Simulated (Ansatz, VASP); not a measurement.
# One calculation of Re, two programs

```
Re
1.0
     4.90087    0.00000    0.00000
     0.00000    4.90087    0.00000
     0.00000    0.00000    4.90087
Re
8
Direct
  0.00000 0.00000 0.00000
  0.50000 0.50000 0.50000
  0.25000 0.00000 0.50000
  0.75000 0.00000 0.50000
  0.50000 0.25000 0.00000
  0.50000 0.75000 0.00000
  0.00000 0.50000 0.25000
  0.00000 0.50000 0.75000
```

The cell was built by a generator and needn't be a form met in nature.

Alike in both runs: task relaxation of cell and atoms; functional revPBE; k mesh 5 × 5 × 5; occupations fermi-dirac, width 0.1 eV; no spin polarisation.

|  | VASP | Ansatz |
| --- | --- | --- |
| version | VASP 6.6.1 | Ansatz 0.2.0 |
| potentials or method | VASP PAW PBE potentials, release 64 (Re) | plane waves (420 eV) with PAW, scalar-relativistic |
| plane-wave cutoff (eV) | 600 | 420 |
| valence electrons in the cell | 56 | 120 |

|  | VASP | Ansatz | Ansatz less VASP |
| --- | --- | --- | --- |
| relaxed volume (Å³/atom) | 15.27 | 15.30 | +0.033 |
| relaxed cell length with the largest relative difference (Å) | 4.962 | 4.965 | +0.0035 |
| energy change over the relaxation (meV/atom) | -24 | -26 | -2.7 |

The two sets of potentials don't hold the same shells in valence.

Caveats: the PAW data sets were made with another functional, which shifts forces and pressure a little (VASP). Spin-orbit coupling is left out, which matters for the levels of Re.
